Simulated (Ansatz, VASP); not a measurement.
Two plane-wave programs on Rh

```
CELL_PARAMETERS angstrom
4.30732 0.00000 0.00000
-2.15366 3.73025 0.00000
0.00000 0.00000 2.64422
ATOMIC_POSITIONS crystal
Rh 0.00000 0.00000 0.00000
Rh 0.33333 0.66667 0.50000
Rh 0.66667 0.33333 0.50000
```

Alike in both runs: task single point; functional RPBE; k mesh 9 × 9 × 13; occupations fermi-dirac, width 0.1 eV; no spin polarisation.

```csv
,VASP,Ansatz
version,VASP 6.6.1,Ansatz 0.2.0
potentials or method,"VASP PAW PBE potentials, release 64 (Rh_pv)","plane waves (420 eV) with PAW, scalar-relativistic"
plane-wave cutoff (eV),520,420
valence electrons in the cell,45,51
```

```csv
,VASP,Ansatz,Ansatz less VASP
pressure (GPa),10.0,9.8,-0.14
largest component of the traceless stress (GPa),1.18,1.10,-0.080
```

The functional is the same, so the differences come from potentials, cutoffs and numerics. The two sets of potentials don't hold the same shells in valence.

Caveats: the PAW data sets were made with another functional, which shifts forces and pressure a little (VASP).
